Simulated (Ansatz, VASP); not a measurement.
## Two plane-wave programs on InPd

Contents of POSCAR:

```
InPd
1.0
    3.2718847800      0.0000000000      0.0000000000
    0.0000000000      3.2718847800      0.0000000000
    0.0000000000      0.0000000000      3.2718847800
In Pd
1 1
Direct
    0.0000000000      0.0000000000      0.0000000000
    0.5000000000      0.5000000000      0.5000000000
```

Contents of INCAR.step1:

```
SYSTEM = InPd
ALGO = Normal ; EDIFF = 1E-4
ENCUT = 600 ; GGA = PE
ISMEAR = 0 ; LASPH = .TRUE.
LCHARG = .FALSE. ; LREAL = .FALSE.
LWAVE = .TRUE. ; NELM = 60
PREC = Accurate ; SIGMA = 0.005
```

INCAR.step2

```
SYSTEM = InPd
ALGO = Normal ; EDIFF = 1E-6
EDIFFG = -0.002 ; ENCUT = 600
IBRION = 2 ; ISIF = 3
ISMEAR = 0 ; ISTART = 1
LASPH = .TRUE. ; LCHARG = .FALSE.
LMIXTAU = .TRUE. ; LREAL = .FALSE.
LWAVE = .FALSE. ; METAGGA = R2SCAN
NELM = 60 ; NSW = 100
PREC = Accurate ; SIGMA = 0.005
```

Contents of KPOINTS:

```
k-points
0
G
  14 14 14
  0 0 0
```

Input for Ansatz:

```yaml
crystal:
  lattice:
    - [3.27188478, 0.0, 0.0]
    - [0.0, 3.27188478, 0.0]
    - [0.0, 0.0, 3.27188478]
  atoms:
    - { symbol: In, position: [0.0, 0.0, 0.0] }
    - { symbol: Pd, position: [0.5, 0.5, 0.5] }
kpoints:
  mp_grid: { grid: [14, 14, 14] }
scf:
  occupations: { method: gaussian, width: 0.005 }
hamiltonian:
  xc: r2scan
  pseudopotentials: { kind: paw }
relax:
  f_tol: 0.002
  max_steps: 80
  cell: {}
output:
  forces: true
  stress: true
```

The cell comes from a database or a generator and needn't be the stable form of this composition.

Alike in both runs: task relaxation of cell and atoms; functional r2SCAN; k mesh 14 × 14 × 14; occupations gaussian, width 0.005 eV; no spin polarisation.

|  | VASP | Ansatz |
| --- | --- | --- |
| version | VASP 6.6.1 | Ansatz 0.2.0 |
| potentials or method | VASP PAW PBE potentials, release 64 (In_d, Pd) | PAW with Ansatz's default frozen-core files, scalar-relativistic |
| plane-wave cutoff (eV) | 600 | 500 |
| valence electrons in the cell | 23 | 31 |

```tsv
	VASP	Ansatz	Ansatz less VASP
relaxed volume (Å³/atom)	17.51	17.43	-0.079
relaxed cell length with the largest relative difference (Å)	3.272	3.267	-0.0049
```

The two sets of potentials don't hold the same shells in valence.

Caveats: the PAW data sets were made with another functional, which shifts forces and pressure a little (VASP).
